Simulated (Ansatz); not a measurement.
Ge: strain and displacement

```xyz
2
Lattice="0.0000 2.8288 2.8288 2.8288 0.0000 2.8288 2.8288 2.8288 0.0000" Properties=species:S:1:pos:R:3 pbc="T T T"
Ge    2.8288    2.8288    2.8288
Ge    4.2432    4.2432    4.2432
```

Atoms are numbered in the order listed.

Structure: COD 9011050, as refined from experiment and not relaxed.

Theory: Ansatz 0.2.0, DFT, PBE, all-electron LAPW, scalar-relativistic.

Numerical set-up: a Γ-centred 10×10×10 k mesh, Fermi–Dirac smearing of 0.05 eV, basis error target 0.25 meV/atom, no spin polarisation.

The unchanged cell is at 3.65 GPa, so energy changes include a term −P ΔV where the volume moves.

Semilocal functionals give too small gaps.

x, y and z are the Cartesian axes of the cell as listed; fractional coordinates follow a strain, and an engineering shear is twice the off-diagonal strain component.

Problem. One change gave: energy change +8 meV/atom; stress change (xx, yy, zz, yz, xz, xy) 0.15, 0.15, 0.15, 1.78, 1.78, 1.78 GPa, compression positive; change of the force on Ge2 (0.208, 0.208, 0.208) eV/Å. Which change was it?
A. equal xy, yz and zx engineering shear strains of -1 %
B. equal xy, yz and zx engineering shear strains of +1 %
C. equal xy, yz and zx engineering shear strains of +3 %
D. xy engineering shear strain of +1 %
E. equal xy, yz and zx engineering shear strains of -3 %
F. equal xy, yz and zx engineering shear strains of +2 %
G. atom 1 (Ge) moved by (0.0000, 0.0000, 0.0300) Å
H. equal xy, yz and zx engineering shear strains of +4 %
I. equal xy, yz and zx engineering shear strains of -2 %

Solution. I. For equal xy, yz and zx engineering shear strains of +4 %: energy change +28 meV/atom; stress change (xx, yy, zz, yz, xz, xy) 0.55, 0.55, 0.55, -3.16, -3.16, -3.16 GPa, compression positive; change of the force on Ge1 (0.302, 0.302, 0.302) eV/Å. For xy engineering shear strain of +1 %: energy change under 1 meV/atom; stress change (xx, yy, zz, yz, xz, xy) 0.01, 0.01, 0.01, 0.00, 0.00, -0.86 GPa, compression positive; change of the force on Ge1 (0.000, 0.000, 0.093) eV/Å. For atom 1 (Ge) moved by (0.0000, 0.0000, 0.0300) Å: energy change +3 meV/atom; stress change (xx, yy, zz, yz, xz, xy) 0.05, 0.05, 0.02, 0.00, 0.00, 0.99 GPa, compression positive; change of the force on Ge1 (0.000, 0.000, -0.341) eV/Å. For equal xy, yz and zx engineering shear strains of -3 %: energy change +18 meV/atom; stress change (xx, yy, zz, yz, xz, xy) 0.34, 0.34, 0.34, 2.73, 2.73, 2.73 GPa, compression positive; change of the force on Ge1 (-0.330, -0.330, -0.330) eV/Å. For equal xy, yz and zx engineering shear strains of -1 %: energy change +2 meV/atom; stress change (xx, yy, zz, yz, xz, xy) 0.04, 0.04, 0.04, 0.87, 0.87, 0.87 GPa, compression positive; change of the force on Ge1 (-0.098, -0.098, -0.098) eV/Å. For equal xy, yz and zx engineering shear strains of +2 %: energy change +7 meV/atom; stress change (xx, yy, zz, yz, xz, xy) 0.14, 0.14, 0.14, -1.65, -1.65, -1.65 GPa, compression positive; change of the force on Ge1 (0.166, 0.166, 0.166) eV/Å. For equal xy, yz and zx engineering shear strains of +1 %: energy change +2 meV/atom; stress change (xx, yy, zz, yz, xz, xy) 0.04, 0.04, 0.04, -0.84, -0.84, -0.84 GPa, compression positive; change of the force on Ge1 (0.088, 0.088, 0.088) eV/Å. For equal xy, yz and zx engineering shear strains of +3 %: energy change +16 meV/atom; stress change (xx, yy, zz, yz, xz, xy) 0.31, 0.31, 0.31, -2.42, -2.42, -2.42 GPa, compression positive; change of the force on Ge1 (0.238, 0.238, 0.238) eV/Å.

Problem. What force constant does this one finite step give for Ge1 along its displacement (all its periodic images move with it)?

Solution. k = −ΔF·u/|u|² = 11.38 eV/Å², so the force pulls the atom back.
